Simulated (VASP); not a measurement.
Input of a VASP 6.6.1 run:

The input INCAR:

```
PREC = Accurate ; ENCUT = 550
EDIFF = 1E-6 ; ISMEAR = 0
SIGMA = 0.05 ; LREAL = False
LASPH = True ; NELM = 60
ALGO = Normal ; ISIF = 2
LWAVE = False ; LCHARG = True
GGA = PS ; IVDW = 11
LVHAR = True
```

Contents of SiRu.cif:

```cif
data_SiRu
_cell_length_a 4.93314619
_cell_length_b 4.93314619
_cell_length_c 4.93314619
_cell_angle_alpha 90.00000000
_cell_angle_beta 90.00000000
_cell_angle_gamma 90.00000000
_space_group_name_H-M_alt 'P2_13'
_space_group_name_Hall 'P 2ac 2ab 3'
_space_group_IT_number 198
loop_
_space_group_symop_operation_xyz
'x,y,z'
'-x+1/2,-y,z+1/2'
'x+1/2,-y+1/2,-z'
'-x,y+1/2,-z+1/2'
'z,x,y'
'z+1/2,-x+1/2,-y'
'-z,x+1/2,-y+1/2'
'-z+1/2,-x,y+1/2'
'y,z,x'
'-y,z+1/2,-x+1/2'
'-y+1/2,-z,x+1/2'
'y+1/2,-z+1/2,-x'
loop_
_atom_site_label
_atom_site_type_symbol
_atom_site_symmetry_multiplicity
_atom_site_Wyckoff_symbol
_atom_site_fract_x
_atom_site_fract_y
_atom_site_fract_z
_atom_site_occupancy
Ru1 Ru 4 a 0.1294055100 0.1294055100 0.1294055100 1
Si1 Si 4 a 0.8375777300 0.8375777300 0.8375777300 1
```

Contents of KPOINTS:

```
Automatic mesh
0
Gamma
  6 6 6
```

Contents of POSCAR:

```
Ru Si
 1.0000000000000000
     4.9331461900000004    0.0000000000000000    0.0000000000000000
     0.0000000000000000    4.9331461900000004    0.0000000000000000
     0.0000000000000000    0.0000000000000000    4.9331461900000004
 Ru  Si 
   4   4
Cartesian
  0.6383762986215069  0.6383762986215069  0.6383762986215069
  1.8281967963784933  4.2947698913784933  3.1049493936215073
  3.1049493936215073  1.8281967963784933  4.2947698913784933
  4.2947698913784933  3.1049493936215073  1.8281967963784933
  4.1318933875783488  4.1318933875783488  4.1318933875783488
  3.2678258974216519  0.8012528024216519  1.6653202925783490
  1.6653202925783490  3.2678258974216519  0.8012528024216519
  0.8012528024216519  1.6653202925783490  3.2678258974216519
```

Potentials or basis: VASP PAW PBE potentials, release 64 (Ru_sv_GW, Si_GW).

Run with:

```sh
$ ase convert -i cif -o vasp SiRu.cif POSCAR
$ cat potpaw_PBE.64/Ru_sv_GW/POTCAR potpaw_PBE.64/Si_GW/POTCAR > POTCAR
$ mpirun -np 1 vasp_std > vasp.out
```

Problem. Estimate the dispersion energy per atom.

Solution. -0.273 eV.

Problem. Estimate the largest force.

Solution. 0.735 eV/Å.

Problem. Predict the band gap on the k mesh.

Solution. 0.22 eV, indirect (least direct gap 0.28 eV).

Forces in eV/Å, atoms in the order of the input:
```
Ru  -0.425 -0.425 -0.425
Ru   0.425  0.425 -0.425
Ru  -0.425  0.425  0.425
Ru   0.425 -0.425  0.425
Si  -0.211 -0.211 -0.211
Si   0.211  0.211 -0.211
Si  -0.211  0.211  0.211
Si   0.211 -0.211  0.211
```

Caveat: the PAW data sets were made with another functional, which shifts forces and pressure a little. A k mesh can miss the band edges.
